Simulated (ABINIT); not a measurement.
Wanted: the native input for an ABINIT 10.8.3 (patched build) run.

* Task: band structure
* Functional: r2SCAN
* Potentials or basis: JTH PAW PBE v2.0
* Cutoff: 762 eV
* k mesh: 10 × 10 × 10
* Occupations: fermi-dirac, width 0.05 eV
* Spin: no spin polarisation
* Fine-grid cutoff: 1360.57 eV

MgO:

```xyz
2
Lattice="2.9380 0.0000 0.0000 -1.4690 2.5444 0.0000 0.0000 0.0000 2.6797" Properties=species:S:1:pos:R:3 pbc="T T T"
Mg    0.0000    0.0000    0.0000
O     0.0000    1.6963    1.3398
```

Measurements of this composition are mostly on another form, of space group No. 225.

One way to write it, as run:

run.abi

```
# Datasets: ground state, then fixed potential
ndtset 2

# Pseudopotentials
pp_dirpath "./"
pseudos "Mg.GGA_PBE-JTH.xml, O.GGA_PBE-JTH.xml"

# Structure
acell 3*1.0 Angstrom
rprim
     2.9380209034     0.0000000000     0.0000000000
    -1.4690104517     2.5444007392     0.0000000000
     0.0000000000     0.0000000000     2.6796800000
ntypat 2
znucl 12 8
natom 2
typat 1 2
xred
     0.0000000000     0.0000000000     0.0000000000
     0.3333333333     0.6666666667     0.5000000000

# Plane-wave basis
ecut 28.0
pawecutdg 50.0

# Exchange and correlation
ixc -497498
usekden 1
pawxcdev 0

# Bands and occupations
occopt 3
tsmear 0.00183747

# SCF cycle
nstep 100

# Output
iomode 3
prtwf 0
prteig 0
prtebands 0
prtden1 1
prtkden1 1

# Dataset 1
kptopt1 1
ngkpt1 10 10 10
nshiftk1 1
shiftk1 0.0 0.0 0.0
nband1 12
tolvrs1 1.0e-7

# Dataset 2: bands along G-M-K-G-A-L-H-A
iscf2 -2
getden2 1
getkden2 1
nband2 18
nbdbuf2 4
tolwfr2 1.0e-11
kptopt2 -7
ndivsm2 5
prteig2 1
kptbounds2
     0.0000000000     0.0000000000     0.0000000000
     0.5000000000     0.0000000000     0.0000000000
     0.3333333333     0.3333333333     0.0000000000
     0.0000000000     0.0000000000     0.0000000000
     0.0000000000     0.0000000000     0.5000000000
     0.5000000000     0.0000000000     0.5000000000
     0.3333333333     0.3333333333     0.5000000000
     0.0000000000     0.0000000000     0.5000000000
```

Potentials or basis: JTH PAW PBE v2.0.

Command:

```bash
$ abinit run.abi > log 2>&1
```

Results of the run:

The pressure is -5.1 GPa and the band gap on the k mesh is 3.80 eV, indirect (least direct gap 4.20 eV). The band gap along the path is 3.79 eV, indirect (least direct gap 4.20 eV) and the valence electrons inside the program's atomic spheres are Mg 8.25; O 4.61.

Caveat: the PAW data sets were made with another functional, which shifts forces and pressure a little.

Run time: 2.2 min on 1 thread of Arm Neoverse V2, with other jobs on the host, peak memory 0.12 GiB.
